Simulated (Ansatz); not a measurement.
# Dielectric response of ZnS (10-10) films, part 3 of 6

How well do thin wurtzite ZnS (10-10) films screen a perpendicular field?

Ansatz 0.2.0; plane-wave DFT, PBEsol, Ansatz PAW (the session's first sound run).

So far. Step 8 (Relaxing in the field, 12 atoms, field -0.05 V/Å): The dipole is -0.0581 e·Å, and the gap on the mesh 2.264 eV. Step 9 (Response with the atoms relaxed, 12 atoms, units 3): The induced dipole is that of a conductor 8.79 Å thick.

### Step 10. Relaxing the film, 16 atoms, units 4

This step: plane-wave DFT, PBEsol, Ansatz PAW (Ansatz 0.2.0).

System of this step: ZnS (10-10), 4 units. The cell holds 16 atoms: 8 Zn and 8 S. Cell: a = 3.820 Å, b = 6.260 Å, c = 29.027 Å, α = 90.0°, β = 90.0°, γ = 90.0°. It derives from ZnS (wurtzite ZnS). Vacuum lies along c.

The next thickness, treated alike, so that differences show the interior and the faces cancel.

The input, input.yaml:

```yaml
crystal:
  lattice:
    - [3.82, 0.0, 0.0]
    - [0.0, 6.26, 0.0]
    - [0.0, 0.0, 29.0273901415]
  atoms:
    - { symbol: Zn, position: [0.0, 0.0, 0.3100519873] }
    - { symbol: S, position: [0.0, 0.375, 0.3100519873] }
    - { symbol: Zn, position: [0.5, 0.5, 0.3480415899] }
    - { symbol: S, position: [0.5, 0.875, 0.3480415899] }
    - { symbol: Zn, position: [0.5, 0.0, 0.4240207949] }
    - { symbol: S, position: [0.5, 0.375, 0.4240207949] }
    - { symbol: Zn, position: [0.0, 0.5, 0.4620103975] }
    - { symbol: S, position: [0.0, 0.875, 0.4620103975] }
    - { symbol: Zn, position: [0.0, 0.0, 0.5379896025] }
    - { symbol: S, position: [0.0, 0.375, 0.5379896025] }
    - { symbol: Zn, position: [0.5, 0.5, 0.5759792051] }
    - { symbol: S, position: [0.5, 0.875, 0.5759792051] }
    - { symbol: Zn, position: [0.5, 0.0, 0.6519584101] }
    - { symbol: S, position: [0.5, 0.375, 0.6519584101] }
    - { symbol: Zn, position: [0.0, 0.5, 0.6899480127] }
    - { symbol: S, position: [0.0, 0.875, 0.6899480127] }
kpoints:
  mp_grid: { grid: [8, 4, 1] }
hamiltonian:
  xc: pbesol
scf:
  occupations: { method: fixed }
  convergence: { dr2_threshold: 1.0e-09 }
efield:
  axis: 3
  dipole_correction: true
  ramp_position: 0.97
  ramp_width: 0.06
relax:
  f_tol: 0.003
  max_steps: 100
output:
  write_potential: true
  write_density: true
  volumetric_format: npy
```

Launch:

```
$ ansatz run input.yaml --threads 8 --pin off --max-ram 32768MiB --backend cpu --events-out ev --progress --plain --runs-dir out
```

Numbers of over 12 decimals in the logs are rounded to 6 here.

The program printed:

```text
[...]
Crystal: 16 atoms, lattice volume = 694.138 Å³
Basis set: ecut = 420 eV, 13601 PW (Γ), exchange–correlation on 54×90×400 points (8 copies of the dense FFT grid, shifted against one another)
Bands: 88, of which v1, the nominal top of the filled ones, is band 72 counted from 1 (71 counted from 0)
Symmetry: 2 space group operations
[...]
- { symbol: Zn, position: [0.0, -0.00888206, 0.538380] }
    - { symbol: S, position: [0.0, 0.365185, 0.537192] }
    - { symbol: Zn, position: [0.5, 0.494442, 0.573120] }
    - { symbol: S, position: [0.5, 0.867382, 0.575217] }
    - { symbol: Zn, position: [0.5, -0.015139, 0.652784] }
    - { symbol: S, position: [0.5, 0.366971, 0.649596] }
    - { symbol: Zn, position: [0.0, 0.547241, 0.668456] }
    - { symbol: S, position: [0.0, 0.882802, 0.691064] }
[key lines of the parts left out:]
SCF converged after 6 iterations
Free energy (F): -33338.046284 eV
Fermi energy:    -0.677082 eV
Dipole field:    D = -0.000000 V/Å  (p = -0.000000 e·Å, saw-weighted, corrected)
Work function:   Φ+ = 6.0266 eV   Φ− = 6.0266 eV
```

Elapsed: 99 s, on 8 threads of Arm Neoverse V2, shared host; peak memory 2.6 GiB.

Step by step:

```csv
step,energy less that of the first step (eV),largest force component (eV/Å)
1,0.0000,1.3721
2,-0.6679,0.9087
3,-1.0384,0.5333
4,-1.1729,0.1416
5,-1.1937,0.0195
6,-1.1940,0.0154
7,-1.1941,0.0033
8,-1.1941,0.0003
```

Forces are held to the 2 operations that the run works with; a distortion that breaks them can't arise in this run.

The atoms that moved most (Å):

```csv
atom,dx,dy,dz,length
Zn15,0.000,0.296,-0.624,0.690
Zn1,0.000,0.296,0.624,0.690
Zn3,0.000,-0.095,-0.024,0.098
Zn13,0.000,-0.095,0.024,0.098
Zn5,0.000,-0.035,0.083,0.090
Zn11,0.000,-0.035,-0.083,0.090
S4,0.000,-0.050,0.069,0.085
S14,0.000,-0.050,-0.069,0.085
```

The relaxation took 8 steps and lowered the energy by 1.2 eV; the largest force on the free atoms ends at 2.8e-4 eV/Å.

The gap is 2.21 eV, with the valence edge 6.03 eV and the conduction edge 3.81 eV under the upper vacuum level.

### Step 11. The relaxed film, single point, 16 atoms, units 4

The next thickness, treated alike, so that differences show the interior and the faces cancel.

The input, input.yaml:

```yaml
crystal:
  lattice:
    - [3.82, 0.0, 0.0]
    - [0.0, 6.26, 0.0]
    - [0.0, 0.0, 29.0273901415]
  atoms:
    - { symbol: Zn, position: [0.0, 0.0472406217, 0.3315439797] }
    - { symbol: S, position: [0.0, 0.3828015742, 0.3089359337] }
    - { symbol: Zn, position: [0.5, 0.4848612624, 0.3472157425] }
    - { symbol: S, position: [0.5, 0.8669706371, 0.3504043388] }
    - { symbol: Zn, position: [0.5, -0.0055581534, 0.426880368] }
    - { symbol: S, position: [0.5, 0.3673815604, 0.4247828627] }
    - { symbol: Zn, position: [0.0, 0.491117938, 0.4616196787] }
    - { symbol: S, position: [0.0, 0.8651845473, 0.4628083252] }
    - { symbol: Zn, position: [0.0, -0.0088820611, 0.538380321] }
    - { symbol: S, position: [0.0, 0.3651845484, 0.537191675] }
    - { symbol: Zn, position: [0.5, 0.494441848, 0.5731196321] }
    - { symbol: S, position: [0.5, 0.8673815623, 0.5752171374] }
    - { symbol: Zn, position: [0.5, -0.015138733, 0.6527842573] }
    - { symbol: S, position: [0.5, 0.3669706414, 0.6495956618] }
    - { symbol: Zn, position: [0.0, 0.547240627, 0.6684560201] }
    - { symbol: S, position: [0.0, 0.8828015792, 0.6910640663] }
kpoints:
  mp_grid: { grid: [8, 4, 1] }
hamiltonian:
  xc: pbesol
scf:
  occupations: { method: fixed }
  convergence: { dr2_threshold: 1.0e-09 }
efield:
  axis: 3
  dipole_correction: true
  ramp_position: 0.97
  ramp_width: 0.06
output:
  eigenvalues: true
  write_potential: true
  write_density: true
  volumetric_format: npy
  elf: true
```

The program printed:

```text
[...]
Crystal: 16 atoms, lattice volume = 694.138 Å³
Basis set: ecut = 420 eV, 13601 PW (Γ)
Bands: 88, of which v1, the nominal top of the filled ones, is band 72 counted from 1 (71 counted from 0)
Symmetry: 2 space group operations
k-points: 15 of 32 (time reversal used)
[...]
k-point 1: bands = [... 68 lower, -1.0788, -1.0507, -0.9847, -0.8451, 2.2465, 2.3969, 2.5886, 2.6600, ... 12 higher]
  k-point 2: bands = [... 68 lower, -1.1542, -1.1542, -1.0886, -1.0886, 2.5044, 2.5044, 2.8550, 2.8551, ... 12 higher]
  k-point 14: bands = [... 68 lower, -2.1633, -2.1633, -1.8030, -1.8029, 2.6112, 2.6112, 3.0211, 3.0211, ... 12 higher]
[key lines of the parts left out:]
SCF converged after 11 iterations
Free energy (F): -33338.046646 eV
Fermi energy:    -0.677046 eV
Dipole field:    D = 0.000001 V/Å  (p = 0.000003 e·Å, saw-weighted, corrected)
Work function:   Φ+ = 6.0266 eV   Φ− = 6.0266 eV
```

Run time: 21 s. Hardware: 8 threads; peak memory 2.7 GiB.

The gap is 2.21 eV, with the valence edge 6.03 eV and the conduction edge 3.81 eV under the upper vacuum level.

### Step 12. Atoms held, 16 atoms, units 4, field 0.05 V/Å

input.yaml: that of step 11 with these lines changed.

```diff
@@ -28,3 +28,3 @@
   occupations: { method: fixed }
-  convergence: { dr2_threshold: 1.0e-09 }
+  convergence: { dr2_threshold: 1.0e-10 }
 efield:
@@ -34,4 +34,4 @@
   ramp_width: 0.06
+  amplitude: 0.05
 output:
-  eigenvalues: true
   write_potential: true
@@ -39,2 +39 @@
   volumetric_format: npy
-  elf: true
```

The program printed:

```text
[...]
Crystal: 16 atoms, lattice volume = 694.138 Å³
Basis set: ecut = 420 eV, 13601 PW (Γ)
Bands: 88, of which v1, the nominal top of the filled ones, is band 72 counted from 1 (71 counted from 0)
Symmetry: 2 space group operations
k-points: 15 of 32 (time reversal used)
[...]
k-point 0: bands = [... 68 lower, -1.0219, -0.9022, -0.8070, -0.6683, 1.5359, 2.0793, 2.5981, 2.7238, ... 12 higher]
  k-point 1: bands = [... 68 lower, -1.0881, -1.0383, -0.9914, -0.8374, 2.2389, 2.4032, 2.5872, 2.6606, ... 12 higher]
  k-point 2: bands = [... 68 lower, -1.1872, -1.1202, -1.1192, -1.0572, 2.4814, 2.5257, 2.8293, 2.8789, ... 12 higher]
  k-point 14: bands = [... 68 lower, -2.1965, -2.1287, -1.8439, -1.7615, 2.5907, 2.6303, 3.0168, 3.0232, ... 12 higher]
[key lines of the parts left out:]
SCF converged after 15 iterations
Free energy (F): -33338.048459 eV
Fermi energy:    -0.668343 eV
Dipole field:    D = 0.018901 V/Å  (p = 0.072505 e·Å, saw-weighted, corrected)
```

It took 24 s on 8 threads; peak memory 2.7 GiB; 3.1 min of CPU time.

The dipole is 0.0725 e·Å, and the gap on the mesh 2.204 eV.

### Step 13. Single point, 16 atoms, units 4, field -0.05 V/Å

input.yaml: that of step 12 with these lines changed.

```diff
@@ -34,3 +34,3 @@
   ramp_width: 0.06
-  amplitude: 0.05
+  amplitude: -0.05
 output:
```

The program printed:

```text
[...]
Crystal: 16 atoms, lattice volume = 694.138 Å³
Basis set: ecut = 420 eV, 13601 PW (Γ)
Bands: 88, of which v1, the nominal top of the filled ones, is band 72 counted from 1 (71 counted from 0)
Symmetry: 2 space group operations
k-points: 15 of 32 (time reversal used)
[...]
k-point 0: bands = [... 68 lower, -1.0219, -0.9022, -0.8070, -0.6683, 1.5359, 2.0793, 2.5981, 2.7238, ... 12 higher]
  k-point 1: bands = [... 68 lower, -1.0881, -1.0383, -0.9914, -0.8374, 2.2389, 2.4032, 2.5872, 2.6606, ... 12 higher]
  k-point 2: bands = [... 68 lower, -1.1872, -1.1202, -1.1192, -1.0572, 2.4814, 2.5257, 2.8294, 2.8789, ... 12 higher]
  k-point 14: bands = [... 68 lower, -2.1965, -2.1287, -1.8439, -1.7615, 2.5907, 2.6303, 3.0168, 3.0232, ... 12 higher]
[key lines of the parts left out:]
SCF converged after 15 iterations
Free energy (F): -33338.048459 eV
Fermi energy:    -0.668343 eV
Dipole field:    D = -0.018900 V/Å  (p = -0.072503 e·Å, saw-weighted, corrected)
```

It took 24 s on 8 threads; peak memory 2.7 GiB.

The dipole is -0.0725 e·Å, and the gap on the mesh 2.204 eV.

### Step 14. Response with the atoms held, 16 atoms, units 4

This step: plane-wave DFT, PBEsol, Ansatz PAW; response to a field along the normal, atoms held (Ansatz 0.2.0).

Local field over the applied field, running mean. From the potentials at -0.05 and 0.05 V/Å; running mean over 3.308 Å, taken twice. Local field over applied field against z:

```csv
z (Å),local field over applied field
5,0.981
6,0.918
7,0.777
8,0.574
9,0.371
10,0.234
11,0.175
12,0.164
13,0.166
14,0.167
15,0.167
16,0.166
17,0.164
18,0.175
19,0.231
20,0.367
21,0.568
22,0.772
23,0.915
24,0.980
```

The induced dipole is that of a conductor 10.97 Å thick.

### Step 15. Relaxation, 20 atoms, units 5

This step: plane-wave DFT, PBEsol, Ansatz PAW (Ansatz 0.2.0).

System of this step: ZnS (10-10), 5 units. The cell holds 20 atoms: 10 Zn and 10 S. Its edges and angles: a = 3.820 Å, b = 6.260 Å, c = 32.336 Å, α = 90.0°, β = 90.0°, γ = 90.0°. It derives from ZnS (wurtzite ZnS). Vacuum lies along c.

The next thickness, treated alike, so that differences show the interior and the faces cancel.

The input, input.yaml:

```yaml
crystal:
  lattice:
    - [3.82, 0.0, 0.0]
    - [0.0, 6.26, 0.0]
    - [0.0, 0.0, 32.335607184]
  atoms:
    - { symbol: Zn, position: [0.0, 0.0, 0.2783309418] }
    - { symbol: S, position: [0.0, 0.375, 0.2783309418] }
    - { symbol: Zn, position: [0.5, 0.5, 0.3124338738] }
    - { symbol: S, position: [0.5, 0.875, 0.3124338738] }
    - { symbol: Zn, position: [0.5, 0.0, 0.3806397379] }
    - { symbol: S, position: [0.5, 0.375, 0.3806397379] }
    - { symbol: Zn, position: [0.0, 0.5, 0.4147426699] }
    - { symbol: S, position: [0.0, 0.875, 0.4147426699] }
    - { symbol: Zn, position: [0.0, 0.0, 0.482948534] }
    - { symbol: S, position: [0.0, 0.375, 0.482948534] }
    - { symbol: Zn, position: [0.5, 0.5, 0.517051466] }
    - { symbol: S, position: [0.5, 0.875, 0.517051466] }
    - { symbol: Zn, position: [0.5, 0.0, 0.5852573301] }
    - { symbol: S, position: [0.5, 0.375, 0.5852573301] }
    - { symbol: Zn, position: [0.0, 0.5, 0.6193602621] }
    - { symbol: S, position: [0.0, 0.875, 0.6193602621] }
    - { symbol: Zn, position: [0.0, 0.0, 0.6875661262] }
    - { symbol: S, position: [0.0, 0.375, 0.6875661262] }
    - { symbol: Zn, position: [0.5, 0.5, 0.7216690582] }
    - { symbol: S, position: [0.5, 0.875, 0.7216690582] }
kpoints:
  mp_grid: { grid: [8, 4, 1] }
hamiltonian:
  xc: pbesol
scf:
  occupations: { method: fixed }
  convergence: { dr2_threshold: 1.0e-09 }
efield:
  axis: 3
  dipole_correction: true
  ramp_position: 0.97
  ramp_width: 0.06
relax:
  f_tol: 0.003
  max_steps: 100
output:
  write_potential: true
  write_density: true
  volumetric_format: npy
```

The program printed:

```text
[...]
Crystal: 20 atoms, lattice volume = 773.248 Å³
Basis set: ecut = 420 eV, 15189 PW (Γ), exchange–correlation on 54×90×450 points (8 copies of the dense FFT grid, shifted against one another)
Bands: 110, of which v1, the nominal top of the filled ones, is band 90 counted from 1 (89 counted from 0)
Symmetry: 2 space group operations
[...]
- { symbol: Zn, position: [0.5, -0.00794199, 0.584465] }
    - { symbol: S, position: [0.5, 0.366490, 0.583797] }
    - { symbol: Zn, position: [0.0, 0.496228, 0.616018] }
    - { symbol: S, position: [0.0, 0.869044, 0.617702] }
    - { symbol: Zn, position: [0.0, -0.013569, 0.687323] }
    - { symbol: S, position: [0.0, 0.368633, 0.684629] }
    - { symbol: Zn, position: [0.5, 0.548942, 0.701524] }
    - { symbol: S, position: [0.5, 0.884622, 0.721722] }
[key lines of the parts left out:]
SCF converged after 7 iterations
Free energy (F): -41672.910229 eV
Fermi energy:    -0.029534 eV
Dipole field:    D = 0.000000 V/Å  (p = 0.000001 e·Å, saw-weighted, corrected)
Work function:   Φ+ = 6.0359 eV   Φ− = 6.0359 eV
```

Wall time 2.1 min (8 threads); peak memory 3.5 GiB; 17 min of CPU time.

Relaxation path:

```csv
step,energy less that of the first step (eV),largest force component (eV/Å)
1,0.0000,1.3704
2,-0.6693,0.9094
3,-1.0414,0.5347
4,-1.1764,0.1503
5,-1.2057,0.0208
6,-1.2061,0.0108
7,-1.2062,0.0024
```

The run keeps the 2 symmetry operations that it works with, so distortions that break them were not tested.

The atoms that moved most (Å):

```csv
atom,dx,dy,dz,length
Zn1,0.000,0.306,0.651,0.720
Zn19,0.000,0.306,-0.651,0.720
Zn5,0.000,-0.024,0.108,0.111
Zn15,0.000,-0.024,-0.108,0.111
S18,0.000,-0.040,-0.095,0.103
S4,0.000,-0.040,0.095,0.103
Zn17,0.000,-0.085,-0.008,0.085
Zn3,0.000,-0.085,0.008,0.085
```

The relaxed structure:

```cif
data_structure
_symmetry_space_group_name_H-M 'P 1'
_symmetry_Int_Tables_number 1
_cell_length_a 3.8200
_cell_length_b 6.2600
_cell_length_c 32.3356
_cell_angle_alpha 90.000
_cell_angle_beta 90.000
_cell_angle_gamma 90.000
_cell_volume 773.25
loop_
_atom_site_label
_atom_site_type_symbol
_atom_site_fract_x
_atom_site_fract_y
_atom_site_fract_z
_atom_site_occupancy
Zn1 Zn 0.00000 0.04894 0.29848 1
S2 S 0.00000 0.38462 0.27828 1
Zn3 Zn 0.50000 0.48643 0.31268 1
S4 S 0.50000 0.86863 0.31537 1
Zn5 Zn 0.50000 0.99623 0.38398 1
S6 S 0.50000 0.36904 0.38230 1
Zn7 Zn 0.00000 0.49206 0.41553 1
S8 S 0.00000 0.86649 0.41620 1
Zn9 Zn 0.00000 0.99490 0.48372 1
S10 S 0.00000 0.36765 0.48339 1
Zn11 Zn 0.50000 0.49490 0.51628 1
S12 S 0.50000 0.86765 0.51661 1
Zn13 Zn 0.50000 0.99206 0.58447 1
S14 S 0.50000 0.36649 0.58380 1
Zn15 Zn 0.00000 0.49623 0.61602 1
S16 S 0.00000 0.86904 0.61770 1
Zn17 Zn 0.00000 0.98643 0.68732 1
S18 S 0.00000 0.36863 0.68463 1
Zn19 Zn 0.50000 0.54894 0.70152 1
S20 S 0.50000 0.88462 0.72172 1
```

The relaxation took 7 steps and lowered the energy by 1.2 eV; the largest force on the free atoms ends at 0.0024 eV/Å.

The gap is 2.19 eV, with the valence edge 6.04 eV and the conduction edge 3.85 eV under the upper vacuum level.

### Step 16. The relaxed film, single point, 20 atoms, units 5

The next thickness, treated alike, so that differences show the interior and the faces cancel.

The input, input.yaml:

```yaml
crystal:
  lattice:
    - [3.82, 0.0, 0.0]
    - [0.0, 6.26, 0.0]
    - [0.0, 0.0, 32.335607184]
  atoms:
    - { symbol: Zn, position: [0.0, 0.0489421243, 0.2984763089] }
    - { symbol: S, position: [0.0, 0.3846224771, 0.2782781834] }
    - { symbol: Zn, position: [0.5, 0.4864310533, 0.3126771315] }
    - { symbol: S, position: [0.5, 0.8686329164, 0.3153707618] }
    - { symbol: Zn, position: [0.5, -0.0037719766, 0.383982263] }
    - { symbol: S, position: [0.5, 0.3690438222, 0.382298189] }
    - { symbol: Zn, position: [0.0, 0.4920580043, 0.4155347591] }
    - { symbol: S, position: [0.0, 0.8664902679, 0.4162026244] }
    - { symbol: Zn, position: [0.0, -0.0050974972, 0.4837236329] }
    - { symbol: S, position: [0.0, 0.3676488116, 0.4833888052] }
    - { symbol: Zn, position: [0.5, 0.4949025033, 0.5162763672] }
    - { symbol: S, position: [0.5, 0.8676488123, 0.5166111946] }
    - { symbol: Zn, position: [0.5, -0.0079419941, 0.5844652414] }
    - { symbol: S, position: [0.5, 0.3664902701, 0.5837973751] }
    - { symbol: Zn, position: [0.0, 0.496228027, 0.6160177378] }
    - { symbol: S, position: [0.0, 0.8690438258, 0.6177018102] }
    - { symbol: Zn, position: [0.0, -0.0135689525, 0.6873228695] }
    - { symbol: S, position: [0.0, 0.3686329136, 0.6846292365] }
    - { symbol: Zn, position: [0.5, 0.5489421194, 0.7015236918] }
    - { symbol: S, position: [0.5, 0.8846224718, 0.7217218166] }
kpoints:
  mp_grid: { grid: [8, 4, 1] }
hamiltonian:
  xc: pbesol
scf:
  occupations: { method: fixed }
  convergence: { dr2_threshold: 1.0e-09 }
efield:
  axis: 3
  dipole_correction: true
  ramp_position: 0.97
  ramp_width: 0.06
output:
  eigenvalues: true
  write_potential: true
  write_density: true
  volumetric_format: npy
```

The program printed:

```text
[...]
Crystal: 20 atoms, lattice volume = 773.248 Å³
Basis set: ecut = 420 eV, 15189 PW (Γ)
Bands: 110, of which v1, the nominal top of the filled ones, is band 90 counted from 1 (89 counted from 0)
Symmetry: 2 space group operations
k-points: 15 of 32 (time reversal used)
[...]
k-point 1: bands = [... 86 lower, -0.4209, -0.3356, -0.2802, -0.1945, 2.9168, 3.0015, 3.2388, 3.2936, ... 16 higher]
  k-point 2: bands = [... 86 lower, -0.4889, -0.4889, -0.4083, -0.4083, 3.1578, 3.1578, 3.4554, 3.4554, ... 16 higher]
  k-point 14: bands = [... 86 lower, -1.5006, -1.5006, -1.1443, -1.1443, 3.2436, 3.2436, 3.5924, 3.5924, ... 16 higher]
[key lines of the parts left out:]
SCF converged after 11 iterations
Free energy (F): -41672.910975 eV
Fermi energy:    -0.029535 eV
Dipole field:    D = -0.000000 V/Å  (p = -0.000000 e·Å, saw-weighted, corrected)
Work function:   Φ+ = 6.0359 eV   Φ− = 6.0359 eV
```

It took 30 s on 8 threads; peak memory 3.7 GiB; 3.9 min of CPU time.

The gap is 2.19 eV, with the valence edge 6.04 eV and the conduction edge 3.85 eV under the upper vacuum level.

### Step 17. Single point, 20 atoms, units 5, field 0.05 V/Å

input.yaml: that of step 16 with these lines changed.

```diff
@@ -32,3 +32,3 @@
   occupations: { method: fixed }
-  convergence: { dr2_threshold: 1.0e-09 }
+  convergence: { dr2_threshold: 1.0e-10 }
 efield:
@@ -38,4 +38,4 @@
   ramp_width: 0.06
+  amplitude: 0.05
 output:
-  eigenvalues: true
   write_potential: true
```

The program printed:

```text
[...]
Crystal: 20 atoms, lattice volume = 773.248 Å³
Basis set: ecut = 420 eV, 15189 PW (Γ)
Bands: 110, of which v1, the nominal top of the filled ones, is band 90 counted from 1 (89 counted from 0)
Symmetry: 2 space group operations
k-points: 15 of 32 (time reversal used)
[...]
k-point 0: bands = [... 86 lower, -0.2870, -0.2199, -0.1185, -0.0081, 2.1573, 2.6049, 3.1894, 3.2596, ... 16 higher]
  k-point 1: bands = [... 86 lower, -0.4239, -0.3260, -0.2961, -0.1762, 2.8978, 3.0175, 3.2341, 3.2915, ... 16 higher]
  k-point 2: bands = [... 86 lower, -0.5328, -0.4481, -0.4429, -0.3668, 3.1225, 3.1906, 3.4241, 3.4823, ... 16 higher]
  k-point 14: bands = [... 86 lower, -1.5394, -1.4509, -1.1992, -1.0890, 3.2128, 3.2722, 3.5839, 3.5963, ... 16 higher]
[key lines of the parts left out:]
SCF converged after 15 iterations
Free energy (F): -41672.913234 eV
Fermi energy:    -0.008072 eV
Dipole field:    D = 0.021145 V/Å  (p = 0.090356 e·Å, saw-weighted, corrected)
```

The job ended after 35 s (8 threads; peak memory 3.6 GiB).

The dipole is 0.0904 e·Å, and the gap on the mesh 2.165 eV.

(Continued in part 4 of 6.)

[Logs are printed without paths, hosts, clocks, repeated set-up lines and the standing remarks that a program may print on its own settings, such as how far it seeks lower states.]

[Hosts, paths, dates, database ids (printed as entryN), source tags and the programs' standing remarks are cut or masked in the printed files.]

[Maps of the electrostatic potential energy from Ansatz leave out the sawtooth potential of an applied field or a dipole correction, so their vacuum need not be flat; planar profiles and work functions include it.]
